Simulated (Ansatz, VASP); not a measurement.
# Two plane-wave programs on KBr

The input INCAR:

```
SYSTEM = KBr
ALGO = Fast
EDIFF = 1E-6
ENCUT = 520
GGA = PE
ISIF = 2
ISMEAR = 0
LASPH = .TRUE.
LCHARG = .FALSE.
LREAL = .FALSE.
LWAVE = .FALSE.
NBANDS = 24
NELM = 100
PREC = Accurate
SIGMA = 0.02
```

The input KPOINTS:

```
k-points
0
G
  6 6 4
  0 0 0
```

POSCAR

```
KBr
1.0
    3.5007157709      3.5007157709      0.0000000000
   -3.2804378614      3.2804378614      0.0000000000
    0.0000000000      0.0000000000      6.6744251208
K Br
2 2
Direct
    0.0000000000      0.0000000000      0.0000000000
    0.5000000000      0.5000000000      0.5000000000
    0.5000000000      0.5000000000      0.0000000000
    0.0000000000      0.0000000000      0.5000000000
```

Input for Ansatz:

```yaml
crystal:
  lattice:
    - [3.5007157709, 3.5007157709, 0.0]
    - [-3.2804378614, 3.2804378614, 0.0]
    - [0.0, 0.0, 6.6744251208]
  atoms:
    - { symbol: K, position: [0.0, 0.0, 0.0] }
    - { symbol: K, position: [0.5, 0.5, 0.5] }
    - { symbol: Br, position: [0.5, 0.5, 0.0] }
    - { symbol: Br, position: [0.0, 0.0, 0.5] }
basis:
  ecutwfc: 420
kpoints:
  mp_grid: { grid: [6, 6, 4] }
  band_path: { path: [VBM, CBM], npoints: 2 }
hamiltonian:
  xc: pbe
scf:
  occupations: { method: gaussian, width: 0.02 }
output:
  forces: true
  stress: true
  eigenvalues: true
checkpoint:
  read: start.run
  write: ck
  compress: false
  write_wavefunctions: false
  write_every: 100000
```

Alike in both runs: task single point; functional PBE; k mesh 6 × 6 × 4; occupations gaussian, width 0.02 eV; no spin polarisation.

```csv
,VASP,Ansatz
version,VASP 6.6.1,Ansatz 0.2.0
potentials or method,"VASP PAW PBE potentials, release 64 (K_sv, Br)","scalar-relativistic, plane waves, PAW"
plane-wave cutoff (eV),520,420
valence electrons in the cell,32,32
```

```tsv
	VASP	Ansatz	Ansatz less VASP
gap on the k mesh at the Fermi level (eV)	4.18	4.19	+0.001
least direct gap on the mesh (eV)	4.18	4.19	+0.001
pressure (GPa)	-0.2	-0.2	-0.02
largest component of the traceless stress (GPa)	0.34	0.34	+0.002
```

A k mesh can miss the band edges. PBE gaps usually lie below the measured ones, often by a third to a half.
